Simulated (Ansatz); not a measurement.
Level of theory: DFT, RPBE, plane waves (420 eV) with PAW, scalar-relativistic in Ansatz 0.2.0. (PAW data from PBE, frozen cores regenerated.)

An element in the omega (AlB2-type) structure gives this curve. The cell is scaled uniformly from the relaxed one, with fractional coordinates and shape fixed. Energies are extrapolated to zero smearing, pressures are those at the given smearing. Magnetic state: spin not included.

| V (Å³/atom) | E − E₀ (meV/atom) | P (GPa) |
| --- | --- | --- |
| 22.299 | 40.6 | 5.01 |
| 23.313 | 16.4 | 2.85 |
| 24.326 | 3.9 | 1.25 |
| 25.340 | 0.0 | 0.08 |
| 26.354 | 2.4 | -0.78 |
| 27.367 | 9.2 | -1.40 |
| 28.381 | 19.3 | -1.83 |

(1) Which element is it?
A. cadmium
B. hafnium
C. magnesium
D. antimony

Results:

(1) A. Its fit is V₀ = 25.41 Å³/atom, B₀ = 24 GPa, B₀′ = 7.0.
